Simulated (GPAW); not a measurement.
SiC (Moissanite), 4 atoms in the cell. The structure is hexagonal, space group P6_3mc (No. 186). Conventional cell: a = 3.076 Å, b = 3.076 Å, c = 5.048 Å, α = 90.00°, β = 90.00°, γ = 120.00°. Si (site symmetry 3m) is surrounded by 4 C at 1.87 to 1.94 Å. C (site symmetry 3m) is surrounded by 4 Si at 1.87 to 1.94 Å. 

```yaml
Program: GPAW 26.7.0
Task: relaxation of cell and atoms
Functional: PBEsol
Potentials_or_basis: PAW data sets generated in the run's folder for this functional
Cutoff: 800 eV
Basis: pw
k_mesh: 7 × 7 × 4
Occupations: fermi-dirac, width 0.05 eV
Spin: no spin polarisation
Maxiter: 150
Optimizer: BFGS
Fmax: 0.02 eV/Å
Max_steps: 60
Convergence: density=1e-05 forces=0.0001
```

Potentials or basis: PAW data sets generated in the run's folder for this functional, pw.

Launch:

```console
$ gpaw-setup -f PBEsol C Si
$ OMP_NUM_THREADS=1 python run.py
```

Hardware: 1 thread of Intel(R) Xeon(R) Platinum 8488C (Sapphire Rapids), on a shared host.

Question: Estimate the wall time of this run.

Answer: Run time: 2.4 min on 1 thread of Intel(R) Xeon(R) Platinum 8488C (Sapphire Rapids) (shared host), peak memory 0.23 GiB. Counts: scf iterations 53, plane waves 2140, bands 18, k points 28, ion steps 6.
